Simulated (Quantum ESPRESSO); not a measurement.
## CaSe (Fm-3m): zone-centre phonons

Which modes does CaSe (Fm-3m) have at the zone centre?

Program: Quantum ESPRESSO 7.5. Level of theory: DFT LDA, scalar-relativistic, plane waves, GBRV ultrasoft pseudopotentials. Results are calculated unless marked as measured.

Most raw output is cut from this account.

The database entry behind the starting cell differs from later determinations by our own check (0.1 to 0.3 % short, probably kX units), so it need not match the best structure at ambient conditions.

## Step 1: Starting point

The structure is cubic, space group Fm-3m (No. 225). The conventional cell has a = 5.912 Å, b = 5.912 Å, c = 5.912 Å, α = 90.00°, β = 90.00°, γ = 90.00°. Nearest to Ca lie 6 Se at 2.96 Å. Nearest to Se lie 6 Ca at 2.96 Å. Farther neighbours and most contacts between anions are not listed.

As a file:

```cif
data_structure
_symmetry_space_group_name_H-M 'P 1'
_symmetry_Int_Tables_number 1
_cell_length_a 4.1804
_cell_length_b 4.1804
_cell_length_c 4.1804
_cell_angle_alpha 60.000
_cell_angle_beta 60.000
_cell_angle_gamma 60.000
_cell_volume 51.66
loop_
_atom_site_label
_atom_site_type_symbol
_atom_site_fract_x
_atom_site_fract_y
_atom_site_fract_z
_atom_site_occupancy
Ca1 Ca 0.00000 0.00000 0.00000 1
Se2 Se 0.50000 0.50000 0.50000 1
```

## Step 2: A first look

Before anything dear is run, a loose run with smearing shows whether this is a metal and how far the cell is from rest.

File probe.in:

```
&control
   calculation = 'scf'
   prefix = 'x'
   outdir = './tmp'
   pseudo_dir = './pseudo'
   tprnfor = .true.
   tstress = .true.
   verbosity = 'high'
/
&system
   ibrav = 0
   nat = 2
   ntyp = 2
   ecutwfc = 40.0
   ecutrho = 240.0
   occupations = 'smearing'
   smearing = 'gaussian'
   degauss = 0.01
/
&electrons
   conv_thr = 1.0d-07
   mixing_beta = 0.7
   electron_maxstep = 100
/
ATOMIC_SPECIES
 Ca     40.0780  Ca.upf
 Se     78.9710  Se.upf
CELL_PARAMETERS angstrom
     0.000000000    2.956000000    2.956000000
     2.956000000    0.000000000    2.956000000
     2.956000000    2.956000000    0.000000000
ATOMIC_POSITIONS crystal
 Ca     0.000000000   0.000000000   0.000000000
 Se     0.500000000   0.500000000   0.500000000
K_POINTS automatic
 6 6 6 0 0 0
```

Launch:

```
> OMP_NUM_THREADS=1 mpirun -n 4 pw.x -nk 4 -in probe.in > probe.out
```

Run time: 5.8 s. Hardware: 4 MPI ranks of AMD EPYC (Zen 3), shared host.

Read from the output:

```yaml
volume_per_atom: 25.83 Å³
pressure: -3.121 GPa
gap_on_the_k_mesh: 1.866 eV
```

A gap of 1.9 eV opens on this mesh, so the crystal is taken as an insulator; the start stands at -3.1 GPa.

## Step 3: Relaxation

The relaxation runs at a cutoff a fifth above that of the response, since stress converges more slowly with the basis than frequencies do. Forces and stress are brought to rest with tight thresholds.

File relax.in:

```
&control
   calculation = 'vc-relax'
   prefix = 'x'
   outdir = './tmp'
   pseudo_dir = './pseudo'
   tprnfor = .true.
   tstress = .true.
   forc_conv_thr = 2.0d-05
   etot_conv_thr = 1.0d-07
   nstep = 40
/
&system
   ibrav = 0
   nat = 2
   ntyp = 2
   ecutwfc = 48
   ecutrho = 288.0
   occupations = 'fixed'
   nbnd = 10
/
&electrons
   conv_thr = 1.0d-11
   mixing_beta = 0.7
   electron_maxstep = 100
/
&ions
/
&cell
   press_conv_thr = 0.2
/
ATOMIC_SPECIES
 Ca     40.0780  Ca.upf
 Se     78.9710  Se.upf
CELL_PARAMETERS angstrom
     0.000000000    2.956000000    2.956000000
     2.956000000    0.000000000    2.956000000
     2.956000000    2.956000000    0.000000000
ATOMIC_POSITIONS crystal
 Ca     0.000000000   0.000000000   0.000000000
 Se     0.500000000   0.500000000   0.500000000
K_POINTS automatic
 8 8 8 0 0 0
```

Launch:

```
> OMP_NUM_THREADS=1 mpirun -n 4 pw.x -nk 4 -in relax.in > relax.out
```

Elapsed: 59 s, on 4 MPI ranks.

Relaxation path:

| step | energy less that of the first step (eV) | largest force (eV/Å) | pressure (GPa) | volume (Å³) |
| --- | --- | --- | --- | --- |
| 1 | 0.0000 | 0.0000 | -3.12 | 51.66 |
| 2 | -0.0140 | 0.0000 | -2.39 | 50.84 |
| 3 | -0.0275 | 0.0000 | -1.19 | 49.63 |
| 4 | -0.0314 | 0.0000 | 0.10 | 48.49 |
| 5 | -0.0315 | 0.0000 | 0.00 | 48.57 |
| 6 | -0.0315 | 0.0000 | 0.00 | 48.57 |
| 7 | -0.0312 | 0.0000 | -0.01 | 48.57 |

| conventional cell, symmetrised | before | after | change |
| --- | --- | --- | --- |
| a (Å) | 5.912 | 5.792 | -2.0 % |
| b (Å) | 5.912 | 5.792 | -2.0 % |
| c (Å) | 5.912 | 5.792 | -2.0 % |
| volume (Å³/atom) | 25.83 | 24.29 | -6.0 % |

The relaxed structure:

```
Ca Se
1.0
     0.00000    2.89588    2.89588
     2.89588    0.00000    2.89588
     2.89588    2.89588    0.00000
Ca Se
1 1
Direct
  0.00000 0.00000 0.00000
  0.50000 0.50000 0.50000
```

The last row of the table of steps is pw.x's closing run on a basis chosen anew for the final cell, so its energy can jump.

Read from the output:

| Quantity | Value |
| --- | --- |
| volume per atom | 24.29 Å³ |
| pressure | -0.005 GPa |
| gap on the k-mesh | 1.707 eV |

The volume changes by -6.0 % from the cell with which this run began.

## Step 4: Ground state

Perturbation theory inherits every error of the wavefunctions, so the threshold is set near the limit of the arithmetic. With a gap, occupations are fixed, which also allows the response to an electric field.

File scf.in:

```
&control
   calculation = 'scf'
   prefix = 'x'
   outdir = './tmp'
   pseudo_dir = './pseudo'
   tprnfor = .true.
   tstress = .true.
/
&system
   ibrav = 0
   nat = 2
   ntyp = 2
   ecutwfc = 40.0
   ecutrho = 240.0
   occupations = 'fixed'
   nbnd = 10
/
&electrons
   conv_thr = 1.0d-12
   mixing_beta = 0.7
   electron_maxstep = 100
/
ATOMIC_SPECIES
 Ca     40.0780  Ca.upf
 Se     78.9710  Se.upf
CELL_PARAMETERS angstrom
     0.000000000    2.895880309    2.895880309
     2.895880309    0.000000000    2.895880309
     2.895880309    2.895880309    0.000000000
ATOMIC_POSITIONS crystal
 Ca     0.000000000   0.000000000   0.000000000
 Se     0.500000000   0.500000000   0.500000000
K_POINTS automatic
 8 8 8 0 0 0
```

Launch:

```
> OMP_NUM_THREADS=1 mpirun -n 4 pw.x -nk 4 -in scf.in > scf.out
```

Run time: 11 s. Hardware: 4 MPI ranks; 41 s of CPU time.

This step gave:

| Item | Value |
| --- | --- |
| pressure | -0.019 GPa |
| gap on the k-mesh | 1.706 eV |

The cell stands at -0.019 GPa, close enough for phonons.

## Step 5: Linear response at Γ

At q = 0 one unit cell holds all displacements; symmetry groups them into irreducible representations that are solved one by one. The response to a field gives ε∞ and the Born charges, which polar modes need.

File ph.in:

```
phonons
&inputph
   prefix = 'x'
   outdir = './tmp'
   fildyn = 'g.dyn'
   tr2_ph = 1.0d-18
   epsil = .true.
/
0.000000000000 0.000000000000 0.000000000000
```

Launch:

```
> OMP_NUM_THREADS=1 mpirun -n 4 ph.x -nk 4 -in ph.in > ph.out
```

Elapsed: 2.1 min, on 4 MPI ranks.

This step gave:

```
miss of the charge sum rule                                       : 0.007950 e
largest acoustic frequency at the zone centre before the sum rule : -8.31 cm⁻¹
highest optical zone-centre mode (no LO-TO term)                  : 191.6 cm⁻¹
lowest optical zone-centre mode                                   : 191.6 cm⁻¹
mean high-frequency dielectric constant                           : 6.079
largest Born charge in size (third of the trace)                  : 2.362 e
```

Born charge (rows field, columns displacement), before the sum rule (e), principal values of the symmetric part by kind of site:

| atom | atoms with these values | low | middle | high | mean |
| --- | --- | --- | --- | --- | --- |
| Ca1 | 1 | 2.35 | 2.35 | 2.35 | 2.35 |
| Se2 | 1 | -2.36 | -2.36 | -2.36 | -2.36 |

In full for Se2:

```
-2.36  0.00  0.00
 0.00 -2.36  0.00
 0.00  0.00 -2.36
```

High-frequency dielectric tensor:

```
6.08 0.00 0.00
0.00 6.08 0.00
0.00 0.00 6.08
```

The acoustic modes at Γ come out as far as 8.3 cm⁻¹ from zero, where they should vanish, a small numerical error; the Born charges miss their sum rule by 0.0080 e, which is good.

## Step 6: Zone-centre analysis

A rigid shift of the crystal must cost nothing, but grids and finite bases break this; the acoustic sum rule is imposed before the matrix is diagonalised again. With Born charges the intensities follow, and the static dielectric tensor.

File dynmat.in:

```
&input
   fildyn = 'g.dyn'
   asr = 'simple'
   fileig = 'dynmat.eig'
   lperm = .true.
/
```

Launch:

```
> dynmat.x -in dynmat.in > dynmat.out
```

The job ended after 0.82 s (1 thread).

This step gave:

- highest optical zone-centre mode (no LO-TO term): 191.8 cm⁻¹
- lowest optical zone-centre mode: 191.8 cm⁻¹
- mean static dielectric constant: 11.84

Unit eigenvectors of the mass-weighted matrix after the sum rule; no LO-TO term. The modes at Γ (shares of kinetic energy by element, %):

| mode | frequency (cm⁻¹) | symmetry | Ca % | Se % |
| --- | --- | --- | --- | --- |
| 1 | 0.0 | acoustic | 34 | 66 |
| 2 | 0.0 | acoustic | 34 | 66 |
| 3 | 0.0 | acoustic | 34 | 66 |
| 4 | 191.8 | T1u | 66 | 34 |
| 5 | 191.8 | T1u | 66 | 34 |
| 6 | 191.8 | T1u | 66 | 34 |

Displacements in mode 5 (191.8 cm⁻¹), the largest set to 1:
```
Ca1  0.00  0.00  1.00
Se2  0.00  0.00 -0.51
```

Degenerate modes summed, no LO-TO term. Lines of the infrared spectrum (strongest = 100):

| position (cm⁻¹) | lines merged | label | IR intensity, relative |
| --- | --- | --- | --- |
| 192 | 3 | T1u | 100 |

Static dielectric tensor (ions relaxed, fixed cell):

```
11.84  0.00  0.00
 0.00 11.84  0.00
 0.00  0.00 11.84
```

The rule moves no optical mode by more than 0.3 cm⁻¹.

## Step 7: Modes along a direction of q (1 0 0)

A longitudinal polar mode sets up a macroscopic field that stiffens it; the term hangs on the direction from which q goes to zero.

File dynmat.in:

```
&input
   fildyn = 'g.dyn'
   asr = 'simple'
   fileig = 'dynmat.eig'
   q(1) = 1.0
   q(2) = 0.0
   q(3) = 0.0
/
```

Launch:

```
> dynmat.x -in dynmat.in > dynmat.out
```

Run time: 0.82 s. Hardware: 1 thread.

Read from the output:

```yaml
highest_mode_moved_by_the_lo_to_term: 267.6 cm⁻¹
```

Zone-centre frequencies as printed; negative means imaginary. Modes:

| mode | frequency (cm⁻¹) |
| --- | --- |
| 1 | 0 |
| 2 | 0 |
| 3 | 0 |
| 4 | 191.8 |
| 5 | 191.8 |
| 6 | 267.6 |

The field moves one mode, from 192 to 268 cm⁻¹; the others stay.

## Step 8: Summary of results

```json
{
  "space group after relaxation": "Fm-3m",
  "volume per atom": "24.3 Å³",
  "gap on the k-mesh": "1.71 eV",
  "highest optical zone-centre mode (no LO-TO term)": "191.8 cm⁻¹",
  "highest mode moved by the LO-TO term": "267.6 cm⁻¹",
  "mean high-frequency dielectric constant": "6.08",
  "largest Born charge in size (third of the trace)": "2.36 e",
  "mean static dielectric constant": "11.8",
  "imaginary optical modes at the zone centre (no q mesh in this session)": "none"
}
```

**Reading.** At the LDA level the optical modes of CaSe (Fm-3m) at the zone centre (no LO-TO term) lie at 192 cm⁻¹. Along the directions run, the highest mode that the macroscopic field moves lies at 268 cm⁻¹. Lattice motion raises the mean dielectric constant from 6.079 to 11.84. The Born charge of Se is -2.362 e against a formal charge of -2, somewhat above it. The Lyddane-Sachs-Teller relation holds: (ωLO/ωTO)² is 1.95 and ε₀/ε∞ is 1.95. Left out of this account: PBE with GBRV ultrasoft, since it is gradient-corrected and no frozen-mode check or second program bears its response out; PBEsol with GBRV ultrasoft, since it is gradient-corrected and no frozen-mode check or second program bears its response out. What is said of the levels holds for those shown. These are harmonic frequencies at zero temperature: anharmonic shifts and linewidths and thermal expansion are left out.

[Host names and launcher messages were left out of these logs when they were recorded.]

[Logs are printed without paths, hosts, clocks, repeated set-up lines and the standing remarks that a program may print on its own settings, such as how far it seeks lower states.]

[Hosts, paths, dates, database ids (printed as entryN), source tags and the programs' standing remarks are cut or masked in the printed files.]
